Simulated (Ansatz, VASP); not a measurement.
**One calculation of Sc, two programs**

Contents of INCAR:

```
SYSTEM = Sc
PREC = Accurate
ENCUT = 520
EDIFF = 1E-7
ISMEAR = -1
SIGMA = 0.03
LREAL = .FALSE.
LASPH = .TRUE.
NELM = 100
ALGO = Normal
ISIF = 2
LWAVE = .FALSE.
LCHARG = .TRUE.
GGA = PE
LELF = .TRUE.
LVHAR = .TRUE.
NBANDS = 12
```

Contents of KPOINTS:

```
Automatic mesh
0
G
  15 15 15
  0 0 0
```

Contents of POSCAR:

```
Sc
1.0
    0.0000000000      2.2705000000      2.2705000000
    2.2705000000      0.0000000000      2.2705000000
    2.2705000000      2.2705000000      0.0000000000
Sc
1
Direct
    0.0000000000      0.0000000000      0.0000000000
```

Input for Ansatz:

```yaml
crystal:
  lattice:
    - [0.0, 2.2705, 2.2705]
    - [2.2705, 0.0, 2.2705]
    - [2.2705, 2.2705, 0.0]
  atoms:
    - { symbol: Sc, position: [0.0, 0.0, 0.0] }
kpoints:
  mp_grid: { grid: [15, 15, 15] }
scf:
  occupations: { method: fermi_dirac, width: 0.03 }
hamiltonian:
  xc: pbe
  pseudopotentials: { kind: all_electron, lapw: { basis_error: 0.0001 } }
output:
  forces: true
  stress: true
  eigenvalues: true
```

Alike in both runs: task single point; functional PBE; k mesh 15 × 15 × 15; occupations fermi-dirac, width 0.03 eV; no spin polarisation.

|  | VASP | Ansatz |
| --- | --- | --- |
| version | VASP 6.6.1 | Ansatz 0.2.0 |
| potentials or method | VASP PAW PBE potentials, release 64 (Sc_sv) | all-electron LAPW, scalar-relativistic |
| plane-wave cutoff (eV) | 520 | see its input |

```tsv
	VASP	Ansatz	Ansatz less VASP
pressure (GPa)	2.9	2.8	-0.03
```

Ansatz ran all-electron here, so the differences hold the error of VASP's frozen core and of both bases.
